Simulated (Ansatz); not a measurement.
Here is an Ansatz 0.2.0 calculation.

The input input.yaml:

```yaml
crystal:
  lattice:
    - [0.0, 2.702, 2.702]
    - [2.702, 0.0, 2.702]
    - [2.702, 2.702, 0.0]
  atoms:
    - { symbol: Zn, position: [0.75, 0.75, 0.75] }
    - { symbol: S, position: [0.0, 0.0, 0.0] }
hamiltonian:
  xc: hse06
  pseudopotentials: { kind: paw }
kpoints:
  mp_grid: { grid: [5, 5, 5] }
  band_path:
    path:
      - [[0.0, 0.0, 0.0], [0.5, 0.0, 0.5], [0.5, 0.25, 0.75], [0.375, 0.375, 0.75], [0.0, 0.0, 0.0], [0.5, 0.5, 0.5], [0.625, 0.25, 0.625], [0.5, 0.25, 0.75], [0.5, 0.5, 0.5], [0.375, 0.375, 0.75]]
      - [[0.625, 0.25, 0.625], [0.5, 0.0, 0.5]]
    npoints: 4
scf:
  occupations: { method: fermi_dirac, width: 0.05 }
  n_extra_bands: 6
output:
  forces: true
  stress: true
  eigenvalues: true
  fatbands: false
  write_density: true
  write_potential: true
  elf: true
  volumetric_format: npy
```

Potentials or basis: Ansatz PAW.

Launch:

```console
$ ansatz run input.yaml --threads 2 --pin off --max-ram 5632MiB --backend cpu --events-out ev --progress --plain --runs-dir out
```

(1) Predict the band gap along the path.

(2) Estimate the band gap on the k mesh.

(3) What does it give for the pressure?

Answers

(1) 3.34 eV, direct.

(2) 3.34 eV, direct.

(3) 1.0 GPa.

Caveat: the PAW data sets come from PBE, with cores solved anew for the run's functional, which leaves a small shift of forces and pressure; the thresholds are loose for stress.

**The experiment to reproduce.**

“Electronic, vibrational, and thermodynamic properties of ZnS (zincblende and rocksalt structure)”, 2009, arxiv:0911.5022 quotes, for a bulk crystal of ZnS at 19 K: band gap 3.85 eV (direct).

Against the measured gap of ZnS, 3.85 eV (direct; 19 K; quoted in “Electronic, vibrational, and thermodynamic properties of ZnS (zincblende and rocksalt structure)”, 2009, arxiv:0911.5022), the calculated 3.34 eV is off by -0.51 eV. The value is that of HSE06, without temperature or zero-point motion.
